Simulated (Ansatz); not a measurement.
# Al2O3 (P-3m1) in Ansatz: further runs, part 2 of 3

Ansatz 0.2.0. Earlier steps stand in the parts before.

## (4) Relaxation of cell and atoms, PBE, target pressure 2 GPa, at which the enthalpy is minimised

input.yaml

```yaml
crystal:
  lattice:
    - [3.017482544, 0.0, 0.0]
    - [-1.508741272, 2.6132165386, 0.0]
    - [0.0, 0.0, 7.5746360022]
  atoms:
    - { symbol: Al, position: [0.0, 0.0, 0.722049] }
    - { symbol: Al, position: [0.0, 0.0, 0.277951] }
    - { symbol: O, position: [0.0, 0.0, 0.5] }
    - { symbol: O, position: [0.6666666667, 0.3333333333, 0.800546] }
    - { symbol: O, position: [0.3333333333, 0.6666666667, 0.199454] }
hamiltonian:
  xc: pbe
  pseudopotentials: { kind: paw }
kpoints:
  mp_grid: { grid: [7, 7, 3] }
scf:
  occupations: { method: fermi_dirac, width: 0.05 }
output:
  forces: true
  stress: true
  eigenvalues: true
  write_density: true
  write_potential: true
  elf: true
  volumetric_format: npy
relax:
  f_tol: 0.01
  max_steps: 40
  cell: { stress_tol: 0.05, p_target: 2.0 }
```

Potentials or basis: Ansatz PAW.

Launch:

```sh
$ ansatz run input.yaml --threads 2 --pin off --max-ram 5632MiB --backend cpu --events-out ev --progress --plain --runs-dir out
```

What it wrote:

```text
Warning: RAYON_NUM_THREADS=2 ignored (pool sized by the plan → 2); use --threads N
Engine: ansatz 0.2.0, aarch64-unknown-linux-gnu
Pseudopotentials: kind: paw
Pseudopotential: Al, paw, valence charge 3, recommended cutoff 420 eV (normal), Al.paw.azcp
Pseudopotential: O, paw, valence charge 6, recommended cutoff 420 eV (normal), O.paw.azcp
Functional definition: PBE
  parameter kappa = 0.804
  parameter beta = 0.06672455060314922
  exchange = pbe_x(kappa = kappa, mu = beta*pi^2/3)
  correlation = pbe_c(beta = beta)
Crystal: 5 atoms, lattice volume = 59.729 Å³
[... 123 lines left out ...]
        0.000000      -0.000000       1.982459
  P = ⅓ Tr σ = 1.9915 GPa (19.915 kbar)
--- Band table (eV; the first three rows and the last of 20) ---
  k-point 0: bands = ["-14.5131", "-14.3125", "-11.7401", "-0.7202", "0.6072", "1.4298", "1.4298", "1.4455", "1.4455", "2.8057", "5.1742", "5.1742", "7.5839", "9.6054", "12.6355", "15.8080", "15.9611"]
  k-point 1: bands = ["-14.4663", "-14.3650", "-11.7317", "-0.9173", "1.1706", "1.4255", "1.4255", "1.4497", "1.4497", "2.3185", "5.1739", "5.1739", "8.0982", "9.0776", "13.1194", "14.4442", "17.3317"]
  k-point 2: bands = ["-14.3555", "-14.1739", "-11.6569", "-0.6819", "0.5585", "0.8062", "0.8558", "1.2838", "1.3346", "2.8148", "4.5862", "5.0776", "8.6330", "10.2910", "12.6470", "14.9267", "16.2659"]
  k-point 19: bands = ["-13.4698", "-13.4544", "-11.2528", "-1.5955", "-1.2440", "-0.5979", "-0.4173", "1.3491", "1.5446", "1.9775", "3.5859", "3.8941", "11.6350", "12.0898", "12.8639", "15.0851", "15.7681"]
--- Relaxed structure (5 steps of the walk, 5 accepted, 2 SCFs on fresh bases) ---
  F+E_penalty+E_count = -2783.59589168 eV   max|allowed force component| = 6.100e-4 eV/Å   (the final SCF, on the basis selected at the relaxed cell)
  cell:  # Å, volume = 58.6283 Å³
    - [2.999077680527717, 5.550362853156507e-33, -4.81018917830337e-18]
    - [-1.4995388402638585, 2.597277459259914, 2.4050945891516904e-18]
    - [-1.2074778095959279e-17, 5.971199645436151e-33, 7.52664794922389]
  atoms:
    - { symbol: Al, position: [1.5515013200094643e-19, -9.04072327439713e-34, 0.7225311204463659] }
    - { symbol: Al, position: [-1.5515013200094797e-19, 4.716534023012096e-34, 0.27746887955363403] }
    - { symbol: O, position: [0.0, 2.752411089594665e-34, 0.5000000000000001] }
    - { symbol: O, position: [0.6666666666666669, 0.3333333333333333, 0.8016618359874468] }
    - { symbol: O, position: [0.33333333333333337, 0.6666666666666669, 0.1983381640125533] }
```

rho_z.tsv:

```text
# z_ang	rho[e/angstrom^3]
# format = ansatz-planar-average/11
# lattice	2.999077681	0.000000000	-0.000000000
# lattice	-1.499538840	2.597277459	0.000000000
# lattice	-0.000000000	0.000000000	7.526647949
# sites	5
# site	13	-0.000000000	0.000000000	5.438237376
# site	13	-0.000000000	0.000000000	2.088410573
# site	8	-0.000000000	0.000000000	3.763323975
# site	8	1.499538840	0.865759153	6.033826414
# site	8	-0.000000000	1.731518306	1.492821535
0.000000	2.267045e-2
0.139382	2.545467e-2
0.278765	3.458781e-2
0.418147	5.268113e-2
0.557529	8.442253e-2
0.696912	1.387169e-1
[... 46 lines left out ...]
7.247883	3.458781e-2
7.387266	2.545467e-2
```

Run time: 6.6 s. Hardware: 2 threads of Arm Neoverse V1, shared host; peak memory 0.31 GiB.

Results:

```
Free energy                                            : -2783.5959 eV
Relaxed volume                                         : 11.73 Å³/atom
Relaxed cell                                           : a = 2.999 Å, b = 2.999 Å, c = 7.527 Å, α = 90.00°, β = 90.00°, γ = 120.00°
Space group after relaxing (to 0.05 Å)                 : P-3m1 (No. 164)
Energy change on relaxing (the enthalpy is what falls) : +1.2 meV/atom
Ionic steps                                            : 7
Pressure after relaxing                                : 2.0 GPa
Band gap on the k mesh                                 : 2.41 eV, direct
```

The path:
```
step  energy change (eV)  largest force (eV/Å)  volume (Å³)
   1              0.0000                0.1243        59.73
   2              0.0013                0.0934        58.94
   3              0.0005                0.0393        58.83
   4              0.0012                0.0045        58.75
   5              0.0044                0.0048        58.75
   6              0.0054                0.0007        58.63
   7              0.0059                0.0006        58.63
```

Final structure:
```
Al O
1.0
     2.99908    0.00000    0.00000
    -1.49954    2.59728    0.00000
     0.00000    0.00000    7.52665
Al O
2 3
Direct
  0.00000 0.00000 0.72253
  0.00000 0.00000 0.27747
  0.00000 0.00000 0.50000
  0.66667 0.33333 0.80166
  0.33333 0.66667 0.19834
```

Caveat: odd divisions of the mesh miss points on the zone boundary, where band edges often lie, so the gap on the mesh can be too wide; the plane-wave basis is chosen anew once the cell has moved, so the energies of steps on either side of that aren't comparable; the pressure holds a Pulay correction of +0.6 GPa for the finite cutoff. PBE gaps usually lie below the measured ones, often by a third to a half.

## (5) Relaxation of cell and atoms, PBE, target pressure 5 GPa, at which the enthalpy is minimised

Changes to input.yaml since step 4:

```diff
@@ -22,6 +22,2 @@
   eigenvalues: true
-  write_density: true
-  write_potential: true
-  elf: true
-  volumetric_format: npy
 relax:
@@ -29,2 +25,2 @@
   max_steps: 40
-  cell: { stress_tol: 0.05, p_target: 2.0 }
+  cell: { stress_tol: 0.05, p_target: 5.0 }
```

Launch:

```sh
$ ansatz run input.yaml --threads 2 --pin off --max-ram 5632MiB --backend cpu --events-out ev --progress --plain --runs-dir out
```

Run time: 11 s. Hardware: 2 threads of Arm Neoverse V1, shared host; peak memory 0.31 GiB.

It converged, with:

| Quantity | Value |
| --- | --- |
| Free energy | -2783.5330 eV |
| Relaxed volume | 11.12 Å³/atom |
| Relaxed cell | a = 2.981 Å, b = 2.981 Å, c = 7.223 Å, α = 90.00°, β = 90.00°, γ = 120.00° |
| Space group after relaxing (to 0.05 Å) | P-3m1 (No. 164) |
| Energy change on relaxing (the enthalpy is what falls) | +13.7 meV/atom |
| Ionic steps | 12 |
| Pressure after relaxing | 5.0 GPa |
| Band gap on the k mesh | 2.49 eV, direct |

The path:
```
step  energy change (eV)  largest force (eV/Å)  volume (Å³)
   1              0.0000                0.1243        59.73
   2              0.0558                0.2077        55.89
   3              0.0457                0.1023        56.08
   4              0.0496                0.0352        55.91
   5              0.0498                0.0105        55.90
   6              0.0498                0.0036        55.90
   7              0.0498                0.0001        55.90
   8              0.0593                0.0006        55.90
   9              0.0661                0.0009        55.64
  10              0.0672                0.0009        55.64
  11              0.0684                0.0001        55.59
  12              0.0687                0.0002        55.59
```

Final structure:
```xyz
5
Lattice="2.9811 0.0000 0.0000 -1.4905 2.5817 0.0000 0.0000 0.0000 7.2233" Properties=species:S:1:pos:R:3 pbc="T T T"
Al    0.0000    0.0000    5.2819
Al    0.0000    0.0000    1.9413
O     0.0000    0.0000    3.6116
O     1.4905    0.8606    5.8790
O     0.0000    1.7211    1.3443
```

Levels at points of the mesh, in eV from the valence-band top:
```tsv
k point	band 9	band 10	band 11	band 12	band 13	band 14	band 15	band 16
(0.00, 0.00, 0.00)	-3.76	-2.26	0.00	0.00	2.49	4.69	7.66	10.81
```

Caveat: odd divisions of the mesh miss points on the zone boundary, where band edges often lie, so the gap on the mesh can be too wide; the plane-wave basis is chosen anew once the cell has moved, so the energies of steps on either side of that aren't comparable; the pressure holds a Pulay correction of +0.6 GPa for the finite cutoff.

## (6) Relaxation of cell and atoms, PBE, target pressure 10 GPa, at which the enthalpy is minimised

Changes to input.yaml since step 5:

```diff
@@ -25,2 +25,2 @@
   max_steps: 40
-  cell: { stress_tol: 0.05, p_target: 5.0 }
+  cell: { stress_tol: 0.05, p_target: 10.0 }
```

Potentials or basis: Ansatz PAW.

Launch:

```sh
$ ansatz run input.yaml --threads 2 --pin off --max-ram 5632MiB --backend cpu --events-out ev --progress --plain --runs-dir out
```

What it wrote:

```text
Warning: RAYON_NUM_THREADS=2 ignored (pool sized by the plan → 2); use --threads N
[... 9 set-up lines as earlier in the session ...]
Crystal: 5 atoms, lattice volume = 59.729 Å³
Basis set: ecut = 420 eV, 1165 PW (Γ), exchange–correlation on 48×48×108 points (8 copies of the dense FFT grid, shifted against one another)
Bands: 17, of which v1, the nominal top of the filled ones, is band 12 counted from 1 (11 counted from 0)
[... 2 set-up lines as earlier in the session ...]
k-points: 20 of 147
[... 4 set-up lines as earlier in the session ...]
[... 131 lines left out ...]
  E_hartree    = 426.098994
  E_xc         = -304.710418
  E_vxc        = -345.359555  (∫ρ·V_xc dr)
  E_paw        = -1411.870134  (= ΣΔE_a)
  E_vpaw       = -117.583523  (= ΣTr[D̂ρ^β])
  E_aug_tail   = 0.007667  (compensation charges beyond the density's cutoff)
  E_ewald      = -1073.932674
  E_smearing   = -0.000000  (= −TS)
  E_closure    = -0.000000  (closes the sum)
  Σ components = -2783.407123   (vs F -2783.407123, Δ=0.00e0)
--- Forces (eV/Å), atoms counted from 1 ---
  atom   1  Al    -0.00000000    -0.00000000     0.00032087
  atom   2  Al     0.00000000     0.00000000    -0.00032087
  atom   3  O      0.00000000    -0.00000000     0.00000000
  atom   4  O      0.00000000     0.00000000     0.00039907
  atom   5  O     -0.00000000    -0.00000000    -0.00039907
  max |Σ_I F_I| component: 3.70e-17 eV/Å
--- Stress (GPa, compression-positive) ---
        9.992221       0.000000      -0.000000
       -0.000000       9.992221       0.000000
       -0.000000       0.000000       9.972971
  P = ⅓ Tr σ = 9.9858 GPa (99.858 kbar)
--- Band table (eV; the first three rows and the last of 20) ---
  k-point 0: bands = ["-13.7078", "-13.2916", "-10.7104", "0.3911", "1.2181", "2.4726", "2.4726", "2.5502", "2.5502", "4.1908", "6.3639", "6.3639", "8.9973", "11.3416", "14.2074", "17.3335", "18.9107"]
  k-point 1: bands = ["-13.6414", "-13.3762", "-10.6839", "-0.0574", "2.1696", "2.4697", "2.4697", "2.5542", "2.5542", "3.5047", "6.3635", "6.3635", "9.6132", "10.7756", "14.6415", "16.3079", "18.7499"]
  k-point 2: bands = ["-13.5324", "-13.1491", "-10.6141", "0.3850", "1.2489", "1.8271", "1.9766", "2.3073", "2.4514", "4.1293", "5.7224", "6.2587", "10.0912", "11.9533", "14.1949", "16.6701", "17.7418"]
  k-point 19: bands = ["-12.5020", "-12.4441", "-10.1426", "-0.6836", "-0.2826", "0.3462", "0.6597", "2.3578", "2.6355", "3.0470", "4.6144", "4.9611", "12.8119", "13.2673", "14.0294", "16.8098", "17.5342"]
--- Relaxed structure (7 steps of the walk, 7 accepted, 2 SCFs on fresh bases) ---
  F+E_penalty+E_count = -2783.40712289 eV   max|allowed force component| = 3.991e-4 eV/Å   (the final SCF, on the basis selected at the relaxed cell)
  cell:  # Å, volume = 52.8186 Å³
    - [2.954509478217495, -2.1631548083953705e-32, -3.8087383082050064e-17]
    - [-1.4772547391087476, 2.5586802638582573, 1.904369154102503e-17]
    - [-9.560885901243536e-17, -1.5915424054958072e-32, 6.986920747196552]
  atoms:
    - { symbol: Al, position: [5.144454265813255e-18, -1.884698187499648e-32, 0.738035106843452] }
    - { symbol: Al, position: [-5.144454265813258e-18, 1.6743779749327825e-32, 0.2619648931565482] }
    - { symbol: O, position: [-3.0814879110195774e-33, -3.138374320971481e-34, 0.5] }
    - { symbol: O, position: [0.6666666666666669, 0.3333333333333333, 0.8237324866166048] }
    - { symbol: O, position: [0.3333333333333333, 0.6666666666666669, 0.17626751338339539] }
```

Run time: 8 s. Hardware: 2 threads of Arm Neoverse V1, shared host; peak memory 0.31 GiB.

Results:

```yaml
Free_energy: -2783.4071 eV
Relaxed_volume: 10.56 Å³/atom
Relaxed_cell: a = 2.955 Å, b = 2.955 Å, c = 6.987 Å, α = 90.00°, β = 90.00°, γ = 120.00°
Space_group_after_relaxing_to_0.05_Å: P-3m1 (No. 164)
Energy_change_on_relaxing_the_enthalpy_is_what_falls: +38.9 meV/atom
Ionic_steps: 9
Pressure_after_relaxing: 10.0 GPa
Band_gap_on_the_k_mesh: 2.63 eV, direct
```

The path:
| step | energy change (eV) | largest force (eV/Å) | volume (Å³) |
| --- | --- | --- | --- |
| 1 | 0.0000 | 0.1243 | 59.73 |
| 2 | 0.0728 | 0.2017 | 55.23 |
| 3 | 0.2491 | 0.2549 | 51.93 |
| 4 | 0.2288 | 0.2791 | 52.26 |
| 5 | 0.1588 | 0.0543 | 53.21 |
| 6 | 0.1663 | 0.0010 | 53.08 |
| 7 | 0.1787 | 0.0012 | 53.08 |
| 8 | 0.1934 | 0.0004 | 52.82 |
| 9 | 0.1946 | 0.0004 | 52.82 |

Final structure:
```
Al O
1.0
     2.95451    0.00000    0.00000
    -1.47725    2.55868    0.00000
     0.00000    0.00000    6.98692
Al O
2 3
Direct
  0.00000 0.00000 0.73804
  0.00000 0.00000 0.26196
  0.00000 0.00000 0.50000
  0.66667 0.33333 0.82373
  0.33333 0.66667 0.17627
```

Caveat: odd divisions of the mesh miss points on the zone boundary, where band edges often lie, so the gap on the mesh can be too wide; the plane-wave basis is chosen anew once the cell has moved, so the energies of steps on either side of that aren't comparable; the pressure holds a Pulay correction of +0.7 GPa for the finite cutoff. As with any semilocal functional, this PBE gap is likely too small.

[end of part 2 of 3]
